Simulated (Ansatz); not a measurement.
BaTiO$_{3}$, DFT, PBE, all-electron LAPW, scalar-relativistic (Ansatz 0.2.0), run on 2 threads of Arm Neoverse V1 on a shared host.

The cell is COD entry 2100858, as deposited and not checked against the literature; nothing was relaxed.

Command: `ansatz run input.yaml --threads 2 --pin off --max-ram 6144MiB --backend cpu --events-out ev --progress --plain --runs-dir out`

```yaml
crystal:
  lattice:
    - [3.9998, 0.0, 0.0]
    - [0.0, 3.9998, 0.0]
    - [0.0, 0.0, 4.018]
  atoms:
    - { symbol: Ba, position: [0.0, 0.0, 0.0] }
    - { symbol: Ti, position: [0.5, 0.5, 0.482] }
    - { symbol: O, position: [0.5, 0.5, 0.016] }
    - { symbol: O, position: [0.5, 0.0, 0.515] }
    - { symbol: O, position: [0.0, 0.5, 0.515] }
kpoints:
  mp_grid: { grid: [7, 7, 7] }
  band_path:
    path:
      - [0.0, 0.0, 0.0]
      - [0.0, 0.5, 0.0]
      - [0.5, 0.5, 0.0]
      - [0.0, 0.0, 0.0]
      - [0.0, 0.0, 0.5]
      - [0.0, 0.5, 0.5]
      - [0.5, 0.5, 0.5]
      - [0.0, 0.0, 0.5]
      - [0.0, 0.5, 0.0]
    npoints: 14
scf:
  occupations: { method: fermi_dirac, width: 0.08 }
hamiltonian:
  xc: pbe
  pseudopotentials: { kind: all_electron, lapw: { basis_error: 0.001 } }
output:
  forces: true
  stress: true
  eigenvalues: true
  fatbands: true
  populations: true
  dos: { projected: true, de: 0.2, e_range: [-14, 8] }
```

How large is the problem that the program sets up?

40 irreducible k-points, 1357 plane waves at Γ, 44 bands.

Estimate the wall time and the peak memory.

2.1 min of wall time for 12 SCF iterations, with a peak of 0.6 GiB. Times on shared machines scatter by tens of per cent.

And the same cell and mesh by PAW (frozen-core files), asked for forces, stress, eigenvalues, efg, populations, bader, dos, write_density, write_potential, elf and the same band path, on the same hardware?

29 s, peak memory 0.48 GiB.

And the same cell and mesh by all-electron PAW (datasets made for this crystal), asked for forces, stress, eigenvalues, efg and the same band path, on the same hardware?

60 s, peak memory 1.2 GiB.
